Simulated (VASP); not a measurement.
# CdSe (P6_3mc) in VASP: single point with r2SCAN

Aim: the single point of CdSe with r2SCAN.

Program: VASP 6.6.1. These are calculated values, not measurements. Logs are shortened: lines on timing, memory, paths and dates and some standing lists are left out, and cuts for length are marked.

**What was measured.**

From a printed reference work, data compilation, for a bulk crystal of CdSe at 2 K: band gap 1.841 eV.

How close the calculation comes is told below.

## Step 1: The cell of the first run

The structure is hexagonal, space group P6_3mc (No. 186). Conventional cell: a = 4.298 Å, b = 4.298 Å, c = 7.015 Å, α = 90.00°, β = 90.00°, γ = 120.00°. Within 3.5 Å of Cd (site symmetry 3m) lie 4 Se at 2.63 Å. Se (site symmetry 3m) has 4 Cd at 2.63 Å within 3.5 Å.

## Step 2: Single point, r2SCAN

File POSCAR:

```
CdSe
1.0
    4.2984999142      0.0000000000      0.0000000000
   -2.1492499571      3.7226101239      0.0000000000
    0.0000000000      0.0000000000      7.0152000000
Cd Se
2 2
Direct
    0.6666666667      0.3333333333      0.0000000000
    0.3333333333      0.6666666667      0.5000000000
    0.6666666667      0.3333333333      0.3750000000
    0.3333333333      0.6666666667      0.8750000000
```

File INCAR.step1:

```
SYSTEM = CdSe
ALGO = Normal ; EDIFF = 1E-4
ENCUT = 520 ; GGA = PE
ISMEAR = 0 ; LASPH = .True.
LCHARG = .False. ; LREAL = .False.
LWAVE = .True. ; NBANDS = 26
NELM = 60 ; PREC = Accurate
SIGMA = 0.05
```

File INCAR.step2:

```
SYSTEM = CdSe
ALGO = Normal ; EDIFF = 1E-6
ENCUT = 520 ; ISIF = 2
ISMEAR = 0 ; ISTART = 1
LASPH = .True. ; LCHARG = .False.
LMIXTAU = .True. ; LREAL = .False.
LWAVE = .False. ; METAGGA = R2SCAN
NBANDS = 26 ; NELM = 60
PREC = Accurate ; SIGMA = 0.05
```

File KPOINTS:

```
k-points
0
Gamma
  6 6 4
  0 0 0
```

Potentials or basis: VASP PAW PBE potentials, release 64 (Cd, Se).

Command:

```
$ cat potpaw_PBE.64/Cd/POTCAR potpaw_PBE.64/Se/POTCAR > POTCAR
$ cp INCAR.step1 INCAR
$ mpirun -np 1 vasp_std > vasp.out
$ cp INCAR.step2 INCAR
$ mpirun -np 1 vasp_std > vasp.out
```

OUTCAR:

```text
SYSTEM = CdSe
   EDIFF = 1E-6
   ENCUT = 520
   ISIF = 2
   ISMEAR = 0
   ISTART = 1
   LASPH = .True.
   LREAL = .False.
   METAGGA = R2SCAN
   NELM = 60
   PREC = Accurate

 ion  position               nearest neighbor table
   1  0.667  0.333  0.000-   3 2.63   4 2.63   4 2.63   4 2.63
   2  0.333  0.667  0.500-   4 2.63   3 2.63   3 2.63   3 2.63
   3  0.667  0.333  0.375-   1 2.63   2 2.63   2 2.63   2 2.63
   4  0.333  0.667  0.875-   2 2.63   1 2.63   1 2.63   1 2.63

  LATTYP: Found a hexagonal cell.
 ALAT       =     4.2984999142
 C/A-ratio  =     1.6320111993

  Lattice vectors:

 A1 = (   4.2984999142,   0.0000000000,   0.0000000000)
 A2 = (  -2.1492499571,   3.7226101239,   0.0000000000)
 A3 = (   0.0000000000,   0.0000000000,   7.0152000000)

Analysis of symmetry for initial positions (statically):
=====================================================================
 Subroutine PRICEL returns:
 Original cell was already a primitive cell.

 Routine SETGRP: Setting up the symmetry group for a
 hexagonal supercell.

 Subroutine GETGRP returns: Found 12 space group operations
 (whereof  6 operations were pure point group operations)
 out of a pool of 24 trial point group operations.

The static configuration has the point symmetry C_3v.
 The point group associated with its full space group is C_6v.

Analysis of symmetry for dynamics (positions and initial velocities):
=====================================================================
 Subroutine PRICEL returns:
 Original cell was already a primitive cell.

 Routine SETGRP: Setting up the symmetry group for a
 hexagonal supercell.

 Subroutine GETGRP returns: Found 12 space group operations
 (whereof  6 operations were pure point group operations)
 out of a pool of 24 trial point group operations.

The dynamic configuration has the point symmetry C_3v.
 The point group associated with its full space group is C_6v.

 Subroutine INISYM returns: Found 12 space group operations
 (whereof  6 operations are pure point group operations),
 and found     1 'primitive' translations

----------------------------------------------------------------------------------------

                                     Primitive cell

  volume of cell :     112.2547

  direct lattice vectors                    reciprocal lattice vectors
     4.298499914  0.000000000  0.000000000     0.232639297  0.134314361  0.000000000
    -2.149249957  3.722610124  0.000000000     0.000000000  0.268628722  0.000000000
     0.000000000  0.000000000  7.015200000     0.000000000  0.000000000  0.142547611

  length of vectors
     4.298499914  4.298499914  7.015200000     0.268628722  0.268628722  0.142547611

  position of ions in fractional coordinates (direct lattice)
     0.666666667  0.333333333  0.000000000
     0.333333333  0.666666667  0.500000000
     0.666666667  0.333333333  0.375000000
     0.333333333  0.666666667  0.875000000

  ion indices of the primitive-cell ions
   primitive index   ion index
                 1           1
                 2           2
                 3           3
                 4           4

----------------------------------------------------------------------------------------

 KPOINTS: k-points

Automatic generation of k-mesh.
 Grid dimensions read from file:
 generate k-points for:    6    6    4

 Generating k-lattice:

  Cartesian coordinates                     Fractional coordinates (reciprocal lattice)
     0.038773216  0.022385727  0.000000000     0.166666667  0.000000000  0.000000000
     0.000000000  0.044771454  0.000000000     0.000000000  0.166666667  0.000000000
     0.000000000  0.000000000  0.035636903     0.000000000  0.000000000  0.250000000

  Length of vectors
     0.044771454  0.044771454  0.035636903

  Shift w.r.t. Gamma in fractional coordinates (k-lattice)
     0.000000000  0.000000000  0.000000000

 Subroutine IBZKPT returns following result:
 ===========================================

 Found     21 irreducible k-points:

 Following reciprocal coordinates:
            Coordinates               Weight
  0.000000  0.000000  0.000000      1.000000
  0.166667  0.000000  0.000000      6.000000
  0.333333  0.000000  0.000000      6.000000
  0.500000  0.000000  0.000000      3.000000
  0.166667  0.166667  0.000000      6.000000
  0.333333  0.166667  0.000000     12.000000
[... 13 lines left out ...]
  0.333333  0.166667  0.500000     12.000000
  0.333333  0.333333  0.500000      2.000000
   k-points           NKPTS =     21   k-points in BZ     NKDIM =     21   number of bands    NBANDS=     26
   number of dos      NEDOS =    301   number of ions     NIONS =      4
   total plane-waves  NPLWV =  55296
   dimension x,y,z NGX =    32 NGY =   32 NGZ =   54
   dimension x,y,z NGXF=    64 NGYF=   64 NGZF=  108
   ions per type =               2   2
   NGX,Y,Z   is equivalent  to a cutoff of  12.38, 12.38, 12.80 a.u.
   NGXF,Y,Z  is equivalent  to a cutoff of  24.75, 24.75, 25.59 a.u.
 SYSTEM =  CdSe
   PREC   = accura    normal or accurate (medium, high low for compatibility)
   ISTART =      1    job   : 0-new  1-cont  2-samecut
   ICHARG =      0    charge: 1-file 2-atom 10-const
   ISPIN  =      1    spin polarized calculation?
   LNONCOLLINEAR =      F non collinear calculations
   LSORBIT =      F    spin-orbit coupling
   LASPH  =      T    aspherical Exc in radial PAW
   ENCUT  =  520.0 eV  38.22 Ry    6.18 a.u.   7.99  7.99 13.04*2*pi/ulx,y,z
   NELM   =     60;   NELMIN=  2; NELMDL=  0     # of ELM steps
   EDIFF  = 0.1E-05   stopping-criterion for ELM
   LREAL  =      F    real-space projection
   EDIFFG = 0.1E-04   stopping-criterion for IOM
   NSW    =      0    number of steps for IOM
   IBRION =     -1    ionic relax: 0-MD 1-quasi-New 2-CG
   NFREE  =      0    steps in history (QN), initial steepest desc. (CG)
   ISIF   =      2    stress and relaxation
   ISYM   =      2    0-nonsym 1-usesym 2-fastsym
   POTIM  = 0.5000    time-step for ionic-motion
   TEBEG  =    0.0;   TEEND  =   0.0 temperature during run
   PSTRESS=    0.0 pullay stress
   NELECT =      36.0000    total number of electrons
   NUPDOWN=      -1.0000    fix difference up-down
   EMIN   =  10.00;   EMAX   =-10.00  energy-range for DOS
   EFERMI =   0.00;   METHOD = LEGACY
   ISMEAR =     0;   SIGMA  =   0.05  broadening in eV -4-tet -1-fermi 0-gaus
   EFERMI_NEDOS =   21; number of points for ismear=-14 and -15
   IALGO  =     38    algorithm
   IMIX   =      4    mixing-type and parameters
     AMIX     =   0.40;   BMIX     =  1.00
     AMIX_MAG =   1.60;   BMIX_MAG =  1.00
  volume/ion in A,a.u.               =      28.06       189.38
  Fermi-wavevector in a.u.,A,eV,Ry     =   1.120575  2.117579 17.084668  1.255688
  Thomas-Fermi vector in A             =   2.257222
   LORBIT       =      0    0 simple, 1 ext, 2 COOP (PROOUT), +10 PAW based schemes
   METAGGA = R2SCAN    functional components
   LHFCALC =     F    Hartree Fock is set to
   AEXX    =    0.0000 exact exchange contribution
   IVDW    =     0    specifies the selected vdW correction
   LEPSILON=     F    determine dielectric tensor
   LRPA    =     F    only Hartree local field effects (RPA)
 non-spin polarized calculation
 Gauss-broadening in eV      SIGMA  =   0.05
  energy-cutoff  :      520.00
  volume of cell :      112.25
 maximum number of plane-waves:      3042
 NGX is ok and might be reduce to    32
   NGX = 15   NGY = 15   NGZ = 27

 number of electron      35.9999998 magnetization

 Free energy of the ion-electron system (eV)
  ---------------------------------------------------
  ext. energy  EPLUGINS =         0.00000000
  ---------------------------------------------------
  free energy    TOTEN  =       -71.80918890 eV

  energy without entropy =      -71.80918890  energy(sigma->0) =      -71.80918890

 E-fermi :   0.9533     XC(G=0):  -9.4317

 val. band max:        0.6684832626   @ k =   0.0000   0.0000   0.0000
 cond. band min:       1.8262395365   @ k =   0.0000   0.0000   0.0000
 fundamental gap:      1.1577562739
 Fermi energy:         0.9532522366

 k-point     1 :       0.0000    0.0000    0.0000
  band No.  band energies     occupation
      1     -12.3736      2.00000
      2     -11.9857      2.00000
      3      -7.5039      2.00000
      4      -7.4917      2.00000
      5      -7.4917      2.00000
      6      -7.4163      2.00000
[... 18 lines left out ...]
     25       8.2554      0.00000
     26       8.8284      0.00000

 k-point     2 :       0.1667    0.0000    0.0000
  band No.  band energies     occupation
      1     -12.2888      2.00000
      2     -11.9480      2.00000
      3      -7.4759      2.00000
      4      -7.4617      2.00000
      5      -7.4230      2.00000
      6      -7.3751      2.00000
[... 18 lines left out ...]
     25       8.3528      0.00000
     26       8.9061      0.00000

 k-point     3 :       0.3333    0.0000    0.0000
  band No.  band energies     occupation
      1     -12.1042      2.00000
      2     -11.8846      2.00000
      3      -7.4279      2.00000
      4      -7.4136      2.00000
      5      -7.3024      2.00000
      6      -7.2891      2.00000
[... 18 lines left out ...]
     25       8.9822      0.00000
     26       9.5662      0.00000

 k-point     4 :       0.5000    0.0000    0.0000
  band No.  band energies     occupation
      1     -11.9934      2.00000
      2     -11.8700      2.00000
      3      -7.4109      2.00000
      4      -7.3972      2.00000
      5      -7.2495      2.00000
      6      -7.2356      2.00000
[... 18 lines left out ...]
     25       9.1096      0.00000
     26      11.0158      0.00000
[... 409 lines left out ...]
      1     -12.0206      2.00000
      2     -12.0206      2.00000
      3      -7.3872      2.00000
      4      -7.3872      2.00000
      5      -7.3639      2.00000
      6      -7.3639      2.00000
[... 18 lines left out ...]
     25       8.7152      0.00000
     26       8.7152      0.00000

 k-point    20 :       0.3333    0.1667    0.5000
  band No.  band energies     occupation
      1     -11.9254      2.00000
      2     -11.9254      2.00000
      3      -7.3597      2.00000
      4      -7.3597      2.00000
      5      -7.3260      2.00000
      6      -7.3260      2.00000
[... 18 lines left out ...]
     25       9.2131      0.00000
     26       9.2131      0.00000

 k-point    21 :       0.3333    0.3333    0.5000
  band No.  band energies     occupation
      1     -11.8945      2.00000
      2     -11.8945      2.00000
      3      -7.3373      2.00000
      4      -7.3373      2.00000
      5      -7.3241      2.00000
      6      -7.3241      2.00000
[... 18 lines left out ...]
     25      10.0068      0.00000
     26      10.0068      0.00000

------------------------ aborting loop because EDIFF is reached ----------------------------------------

  FORCE on cell =-STRESS in cart. coord.  units (eV):
  Direction    XX          YY          ZZ          XY          YZ          ZX
  --------------------------------------------------------------------------------------
  -------------------------------------------------------------------------------------
  Total        1.2440775      1.2440775      1.3465050      0.0000000      0.0000000      0.0000000
  in kB       17.7563420     17.7563420     19.2182573      0.0000000      0.0000000      0.0000000
  external PRESSURE =      18.2436471 kB  Pullay stress =       0.0000000 kB

 VOLUME and BASIS-vectors are now :
 -----------------------------------------------------------------------------
  energy-cutoff  :      520.00
  volume of cell :      112.25
      direct lattice vectors                 reciprocal lattice vectors
     4.298499914  0.000000000  0.000000000     0.232639297  0.134314361  0.000000000
    -2.149249957  3.722610124  0.000000000     0.000000000  0.268628722  0.000000000
     0.000000000  0.000000000  7.015200000     0.000000000  0.000000000  0.142547611

 POSITION                                       TOTAL-FORCE (eV/Angst)
 -----------------------------------------------------------------------------------
      2.14925      1.24087      0.00000        -0.000000     -0.000000     -0.021511
     -0.00000      2.48174      3.50760         0.000000     -0.000000     -0.021511
      2.14925      1.24087      2.63070         0.000000      0.000000      0.021511
     -0.00000      2.48174      6.13830         0.000000      0.000000      0.021511
 -----------------------------------------------------------------------------------
    total drift:                               -0.000000     -0.000000     -0.003149

  FREE ENERGIE OF THE ION-ELECTRON SYSTEM (eV)
  ---------------------------------------------------
  free  energy   TOTEN  =       -71.8091889034 eV

  energy  without entropy=      -71.8091889034  energy(sigma->0) =      -71.80918890
```

It took 1.9 min on 1 thread of AMD EPYC 9R45 (Zen 5), shared host; peak memory 0.23 GiB.

What came out:

| Quantity | Value |
| --- | --- |
| Free energy | -71.8092 eV |
| Pressure | 1.8 GPa |
| Largest force | 0.022 eV/Å |
| Band gap on the k mesh | 1.16 eV, direct |

Forces on the atoms (eV/Å):
```
Cd   0.000  0.000 -0.022
Cd   0.000  0.000 -0.022
Se   0.000  0.000  0.022
Se   0.000  0.000  0.022
```

Stress tensor (GPa, compression positive):
```
1.78 0.00 0.00
0.00 1.78 0.00
0.00 0.00 1.92
```

Caveat: the PAW data sets were made with another functional, which shifts forces and pressure a little.

## Step 3: Comparison with measurements

Step 2. Measured gap of CdSe: 1.841 eV (2 K; a printed reference work, data compilation). This calculation gives 1.16 eV (-0.68 eV). Spin-orbit coupling on Cd, Se is left out. The value is that of r2SCAN, without temperature or zero-point motion.
